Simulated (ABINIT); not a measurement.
MgS:

```
S Mg
1.0
     0.00000    2.83312    2.83312
     2.83312    0.00000    2.83312
     2.83312    2.83312    0.00000
S Mg
1 1
Direct
  0.25000 0.25000 0.25000
  0.00000 0.00000 0.00000
```

The cell comes from a database or a generator and needn't be the stable form of this composition.

Base run:

| Property | Result |
| --- | --- |
| Program | ABINIT 10.8.3 (patched build) |
| Functional | r2SCAN |
| Potentials or basis | JTH PAW PBE v2.0 |
| Cutoff | 653 eV |
| k mesh | 8 × 8 × 8 |
| Occupations | fermi-dirac, width 0.05 eV |
| Spin | no spin polarisation |

Its results: band gap on the k mesh 4.12 eV, direct; pressure 0.1 GPa.

**Question.** The run is repeated on the same cell with these changes: functional from r2SCAN to PBEsol; cutoff from 653 eV to 544 eV; fine-grid cutoff from 1251.72 eV to 1088.46 eV. What comes out?

**Answer.** Band gap on the k mesh 3.28 eV, direct; pressure -0.5 GPa.

Caveats: the PAW data sets were made with another functional, which shifts forces and pressure a little.
